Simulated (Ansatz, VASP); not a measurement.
**Two plane-wave programs on Bi**

Contents of POSCAR:

```
Bi
1.0
   -1.9801955645      1.9801955645      1.9801955645
    1.9801955645     -1.9801955645      1.9801955645
    1.9801955645      1.9801955645     -1.9801955645
Bi
1
Direct
    0.0000000000      0.0000000000      0.0000000000
```

INCAR.step1

```
SYSTEM = Bi
PREC = Accurate ; ENCUT = 520
ISMEAR = 0 ; SIGMA = 0.1
LREAL = .FALSE. ; LASPH = .TRUE.
NELM = 100 ; NBANDS = 14
GGA = PE ; ALGO = Normal
EDIFF = 1E-4 ; LWAVE = .TRUE.
LCHARG = .FALSE.
```

File INCAR.step2:

```
SYSTEM = Bi
PREC = Accurate ; ENCUT = 520
EDIFF = 1E-6 ; ISMEAR = 0
SIGMA = 0.1 ; LREAL = .FALSE.
LASPH = .TRUE. ; NELM = 100
ALGO = Normal ; ISIF = 2
LWAVE = .FALSE. ; LCHARG = .FALSE.
METAGGA = R2SCAN ; LMIXTAU = .TRUE.
NBANDS = 14 ; ISTART = 1
```

File KPOINTS:

```
regular mesh
0
G
  16 16 16
  0 0 0
```

Input for Ansatz:

```yaml
crystal:
  lattice:
    - [-1.9801955645, 1.9801955645, 1.9801955645]
    - [1.9801955645, -1.9801955645, 1.9801955645]
    - [1.9801955645, 1.9801955645, -1.9801955645]
  atoms:
    - { symbol: Bi, position: [0.0, 0.0, 0.0] }
basis:
  ecutwfc: 500
kpoints:
  mp_grid: { grid: [16, 16, 16] }
  band_path:
    path:
      - [[0.0, 0.0, 0.0], [0.5, -0.5, 0.5], [0.0, 0.0, 0.5], [0.0, 0.0, 0.0], [0.25, 0.25, 0.25], [0.5, -0.5, 0.5]]
      - [[0.25, 0.25, 0.25], [0.0, 0.0, 0.5]]
    npoints: 14
hamiltonian:
  xc: r2scan
scf:
  occupations: { method: gaussian, width: 0.1 }
  n_extra_bands: 6
output:
  forces: true
  stress: true
  eigenvalues: true
  populations: true
  dos: { projected: true, de: 0.02, nscf_kmesh: { grid: [24, 24, 24] } }
  bader: true
  write_density: true
  write_potential: true
  elf: true
  volumetric_format: npy
```

This isn't the form of Bi at room conditions, which is rhombohedral.

Alike in both runs: task single point; functional r2SCAN; k mesh 16 × 16 × 16; occupations gaussian, width 0.1 eV; no spin polarisation.

```csv
,VASP,Ansatz
version,VASP 6.6.1,Ansatz 0.2.0
potentials or method,"VASP PAW PBE potentials, release 64 (Bi_d)","scalar-relativistic, plane waves, PAW"
plane-wave cutoff (eV),520,500
valence electrons in the cell,15,15
```

```tsv
	VASP	Ansatz	Ansatz less VASP
gap on the k mesh at the Fermi level (eV)	none	none	-
pressure (GPa)	0.0	0.0	+0.04
```

A gap of «none» marks a metal or a gap that the smearing closes.

Caveats: the PAW data sets were made with another functional, which shifts forces and pressure a little (VASP); spin-orbit coupling is left out, which moves the levels of the heavy elements.
